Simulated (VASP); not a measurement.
Here is a VASP 6.6.1 calculation.

Contents of INCAR:

```
PREC = Accurate
ENCUT = 520
EDIFF = 1E-7
ISMEAR = 0
SIGMA = 0.1
LREAL = False
LASPH = True
NELM = 100
ALGO = Fast
ISIF = 2
LWAVE = False
LCHARG = False
GGA = PE
```

Contents of KPOINTS:

```
regular mesh
0
Gamma
  18 18 18
```

POSCAR

```
Ir                                      
1.0
    0.0000000000      1.9166148669      1.9166148669
    1.9166148669      0.0000000000      1.9166148669
    1.9166148669      1.9166148669      0.0000000000
  Ir            
     1
Direct
     0.0000000000000000    0.0000000000000000    0.0000000000000000
```

Potentials or basis: VASP PAW PBE potentials, release 64 (Ir).

The run is started by

```console
$ cat potpaw_PBE.64/Ir/POTCAR > POTCAR
$ mpirun -np 1 vasp_std > vasp.out
```

Question: What does it give for the pressure?

Answer: 11.5 GPa.

Question: Predict the band gap on the k mesh.

Answer: None (metal or under the smearing width).

The run has no spin-orbit coupling, so splittings on Ir are missing.
